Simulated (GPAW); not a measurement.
# GaAs (F-43m) in GPAW: further runs, part 3 of 3

GPAW 26.7.0. Earlier steps stand in the parts before.

## (6) Band structure, M06-L, spin-orbit coupling, no magnetisation

File run.py:

```python
import numpy as np
from ase.dft.bandgap import bandgap
from ase.io import read, write
from ase.units import GPa
from gpaw import GPAW, PW
from gpaw.spinorbit import soc_eigenstates

atoms = read('POSCAR')

calc = GPAW(mode=PW(600),
            xc='M06-L',
            kpts={'size': (8, 8, 8), 'gamma': True},
            occupations={'name': 'fermi-dirac', 'width': 0.05},
            nbands=11,
            convergence={'density': 1e-05, 'energy': 1e-05},
            maxiter=150,
            txt='gpaw.txt')
atoms.calc = calc
energy = atoms.get_potential_energy()
forces = atoms.get_forces()
stress = atoms.get_stress()
calc.write('gs.gpw')
write('result.traj', atoms)
print(f'Energy: {energy:.6f} eV')
print('Forces (eV/A):')
print(forces.round(4))
print('Stress (GPa):', (stress / GPa).round(3))
print('Fermi level:', round(calc.get_fermi_level(), 4), 'eV')
print(f'Gap: {bandgap(calc)[0]:.4f} eV, direct: {bandgap(calc, direct=True)[0]:.4f} eV')

path = atoms.cell.bandpath('GXWKGLUWLK,UX', npoints=80, eps=1e-4)
bs_calc = calc.fixed_density(kpts=path, symmetry='off', nbands=21,
                             convergence={'bands': 'CBM+6.0', 'eigenstates': 1e-6}, txt='bands.txt')
bs = bs_calc.band_structure()
bs.write('bs.json')
print(f'Gap on the path: {bandgap(bs_calc)[0]:.4f} eV')

soc = soc_eigenstates(bs_calc, theta=54.7, phi=45, ignore_xc_potential=True)
np.savetxt('soc_bands.dat', soc.eigenvalues(), fmt='%.4f')
mesh = soc_eigenstates('gs.gpw', theta=54.7, phi=45, ignore_xc_potential=True)
np.savetxt('soc_mesh.dat', mesh.eigenvalues(), fmt='%.4f')
print('Fermi level with spin-orbit coupling:', round(mesh.fermi_level, 4), 'eV')
```

File POSCAR:

```
GaAs
1.0
    0.0000000000      2.8268500000      2.8268500000
    2.8268500000      0.0000000000      2.8268500000
    2.8268500000      2.8268500000      0.0000000000
As Ga
1 1
Direct
    0.7500000000      0.7500000000      0.7500000000
    0.0000000000      0.0000000000      0.0000000000
```

Potentials or basis: GPAW PAW data sets (gpaw-data 1.2.1), pw.

Run with:

```sh
> OMP_NUM_THREADS=1 python run.py
```

gpaw.txt:

```text
__  _  _
 | _ |_)|_||  |
 |__||  | ||/\| - 26.7.0

Input parameters:
  mode=PW(ecut=600.0),
  convergence={'density': 1e-05, 'energy': 1e-05},
  kpts=MonkhorstPack(size=(8, 8, 8), gamma=True),
  maxiter=150,
  nbands=11,
  occupations=Occupations(name='fermi-dirac', width=0.05),
  xc=XC(name='M06-L')

Diagonalizing LCAO Hamiltonian
Converting LCAO to pw mode

                    As

       Ga

Atoms  # Å, Bohr magnetons
|   | symbol |        x |        y |        z |    initial magnetic moments |
|---|--------|----------|----------|----------|-----------------------------|
| 0 |     As | 4.240275 | 4.240275 | 4.240275 | ( 0.0000,  0.0000,  0.0000) |
| 1 |     Ga | 0.000000 | 0.000000 | 0.000000 | ( 0.0000,  0.0000,  0.0000) |

Unit cell  # Å
| periodic |        x |        y |        z |  lengths |    angles |
|----------|----------|----------|----------|----------|-----------|
|      yes | 0.000000 | 2.826850 | 2.826850 | 3.997770 | 60.000000 |
|      yes | 2.826850 | 0.000000 | 2.826850 | 3.997770 | 60.000000 |
[... 193 lines left out ...]
  Zero:              0.406359
  External:          0.000000
  Xc:              -22.983784
  Entropy:          -0.000000
  Spinorbit:         0.000000
  ----------------------------
  Free energy:     -19.697064
  Extrapolated:    -19.697064

dipole moment: (-10.999653, -10.999653, -10.999653)  # |e|*Ang

Fermi level: 5.600
Eigenvalues  # (at kpt = [0.000, 0.000, 0.000])
| band index |      eig [eV] | occ [0-2] |
|------------|---------------|-----------|
|          0 |        -8.007 |     2.000 |
|          1 |         5.044 |     2.000 |
|          2 |         5.044 |     2.000 |
|          3 |         5.044 |     2.000 |
|          4 |         6.099 |     0.000 |
|          5 |         9.218 |     0.000 |
|          6 |         9.218 |     0.000 |
|          7 |         9.218 |     0.000 |
|          8 |        12.379 |     0.000 |
|          9 |        15.657 |     0.000 |
|         10 |        15.657 |     0.000 |

Gap: 1.055 eV
Transition (v -> c):
  (s=0, k=0, n=3, [0.00, 0.00, 0.00]) -> (s=0, k=0, n=4, [0.00, 0.00, 0.00])
No difference between direct/indirect transitions

Forces  # eV/Ang
|       x |        y |        z |
|---------|----------|----------|
| 0.00000 | -0.00000 |  0.00000 |  # As   0
| 0.00000 |  0.00000 | -0.00000 |  # Ga   1

Stress tensor  # eV/Ang^3
|         x |         y |         z |
|-----------|-----------|-----------|
| -0.026555 |  0.000000 |  0.000000 |
|  0.000000 | -0.026555 | -0.000000 |
|  0.000000 | -0.000000 | -0.026555 |

# Writing to gs.gpw (mode='')
```

bands.txt:

```text
Diagonalizing LCAO Hamiltonian
Converting LCAO to pw mode
convergence criteria:
- Maximum integral of absolute [eigenst]ate change: 1e-06 eV^2 / valence electron
maximum number of iterations: 150

SCF iterations
|iter     | |      energy | eigst |  dens |
|---------|-|-------------|-------|-------|
[... 84 lines left out ...]
         [0.41666667, 0.41666667, 0.66666667],
         [0.40277778, 0.40277778, 0.69444444],
         [0.38888889, 0.38888889, 0.72222222],
         [0.375     , 0.375     , 0.75      ],
         [0.625     , 0.25      , 0.625     ],
         [0.59375   , 0.1875    , 0.59375   ],
         [0.5625    , 0.125     , 0.5625    ],
         [0.53125   , 0.0625    , 0.53125   ],
         [0.5       , 0.        , 0.5       ]])),
  maxiter=150,
  nbands=21,
  occupations=Occupations(name='fermi-dirac', width=0.05),
  symmetry=Symmetry(point_group=False, time_reversal=False),
  xc=XC(name='M06-L')
```

Run time: 2.5 min. Hardware: 1 thread of Arm Neoverse V1, shared host; peak memory 0.33 GiB.

Results:

* Free energy: -19.6971 eV
* Pressure: 4.3 GPa
* Band gap on the k mesh: 0.94 eV, direct
* Band gap along the path: 0.94 eV, direct

Levels at the corners of the path, in eV from the valence-band top:
```csv
point,band 6,band 7,band 8,band 9,band 10,band 11
Γ,0.00,0.00,0.00,0.94,0.94,3.93
X,-2.83,-2.75,-2.75,1.45,1.45,1.75
W,-3.63,-3.49,-3.45,4.59,4.61,4.98
K,-3.98,-2.37,-2.37,2.05,2.05,4.76
Γ,0.00,0.00,0.00,0.94,0.94,3.93
L,-1.36,-1.15,-1.15,1.26,1.26,4.94
U,-3.98,-2.37,-2.37,2.05,2.05,4.76
W,-3.63,-3.49,-3.45,4.59,4.61,4.98
L,-1.36,-1.15,-1.15,1.26,1.26,4.94
K,-3.98,-2.37,-2.37,2.05,2.05,4.76
U,-3.98,-2.37,-2.37,2.05,2.05,4.76
X,-2.83,-2.75,-2.75,1.45,1.45,1.75
```

Caveat: spin-orbit coupling was added after a scalar SCF, so levels and gaps hold it while energy, forces, pressure and moments don't; this program's spin-orbit splittings come out too wide for heavy elements; the PAW data sets were made with another functional, which shifts forces and pressure a little.

## (7) The runs side by side

```tsv
task	level	potentials or basis	spin	k mesh	cutoff (eV)	eigensolver	band path	band points	spin axis theta (degrees)	spin axis phi (degrees)	gap on the mesh (eV)	pressure (GPa)
equation of state	RPBE+D3(BJ)	the program's PAW data sets (release 1.2.1) made for this functional, pw	off	8 × 8 × 8	600	-	-	-	-	-	-	-
equation of state	rSCAN+D3(BJ)	GPAW PAW data sets (gpaw-data 1.2.1), pw	off	8 × 8 × 8	600	-	-	-	-	-	-	-
band structure	BLYP	PAW data sets generated in the run's folder for this functional, pw	SOC, no magnetisation	8 × 8 × 8	600	davidson	GXWKGLUWLK,UX	80	90	45	0.31	7.7
one-shot levels of the hybrid HSE06	PBE	GPAW PAW data sets (gpaw-data 1.2.1), pw	off	5 × 5 × 5	500	-	-	-	-	-	0.58	4.4
band structure	M06-L	GPAW PAW data sets (gpaw-data 1.2.1), pw	SOC, no magnetisation	8 × 8 × 8	600	-	GXWKGLUWLK,UX	80	54.7	45	0.94	4.3
```

Alike in all rows: cell as given; smearing fermi-dirac 0.05 eV.

Caveats: the PAW data sets were made with another functional, which shifts forces and pressure a little (some runs); spin-orbit coupling was added after a scalar SCF, so levels and gaps hold it while energy, forces, pressure and moments don't (some runs); this program's spin-orbit splittings come out too wide for heavy elements (some runs); the points scatter about the fit (some runs); the cutoff is short for stress and forces, so pressures can be off by a GPa or more (some runs); energy and the plain gap are those of the semilocal run (some runs).

Total energies depend on the potentials used, so only differences within one code and one set of settings carry meaning.

## (8) Comparison with measurements

Step 4. Measured gap of GaAs: 1.418 eV (direct; 300 K; “Evidence of valence band perturbations in GaAsN/GaAs(001): A combined variable-angle spectroscopic ellipsometry and modulated photoreflectance investigation”, 2008, arxiv:0805.2212). This calculation gives 0.31 eV (-1.11 eV). So large a miss can be the level of theory's own, or it may mean another phase, state or a wrong row. 3 values of this kind are on record (1.412 to 1.51 eV); this one was drawn at random among those near their median, those with a stated uncertainty first. The value is that of BLYP, without temperature or zero-point motion. Semilocal functionals fall short of measured gaps as a rule.

Step 5. Against the measured gap of GaAs, 1.418 eV (direct; 300 K; “Evidence of valence band perturbations in GaAsN/GaAs(001): A combined variable-angle spectroscopic ellipsometry and modulated photoreflectance investigation”, 2008, arxiv:0805.2212), the calculated 0.58 eV is off by -0.84 eV. 3 values of this kind are on record (1.412 to 1.51 eV); this one was drawn at random among those near their median, those with a stated uncertainty first. Spin-orbit coupling on As, Ga is left out. The value is that of PBE, without temperature or zero-point motion. Semilocal functionals fall short of measured gaps as a rule.

Step 6. A measured gap of GaAs is 1.418 eV (direct; 300 K; “Evidence of valence band perturbations in GaAsN/GaAs(001): A combined variable-angle spectroscopic ellipsometry and modulated photoreflectance investigation”, 2008, arxiv:0805.2212); the calculated 0.94 eV misses it by -0.48 eV. 3 values of this kind are on record (1.412 to 1.51 eV); this one was drawn at random among those near their median, those with a stated uncertainty first. The value is that of M06-L, without temperature or zero-point motion.
